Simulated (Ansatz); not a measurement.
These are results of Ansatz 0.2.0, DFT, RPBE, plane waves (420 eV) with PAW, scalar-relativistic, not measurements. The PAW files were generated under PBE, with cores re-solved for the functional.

An element in the hcp structure gives this curve. The cell is scaled uniformly from the relaxed one, with fractional coordinates and shape fixed. Energies are extrapolated to zero smearing, pressures are those at the given smearing. Magnetic state: spin not included.

```tsv
V (Å³/atom)	E − E₀ (meV/atom)	P (GPa)
34.173	29.8	2.42
35.727	11.9	1.45
37.280	2.5	0.65
38.833	0.0	-0.02
40.387	3.4	-0.59
41.940	11.5	-1.06
43.493	23.8	-1.47
```

Which element is it?
A. yttrium
B. terbium
C. thallium
D. ytterbium

D. Its fit is V₀ = 38.67 Å³/atom, B₀ = 15.2 GPa, B₀′ = 3.5.
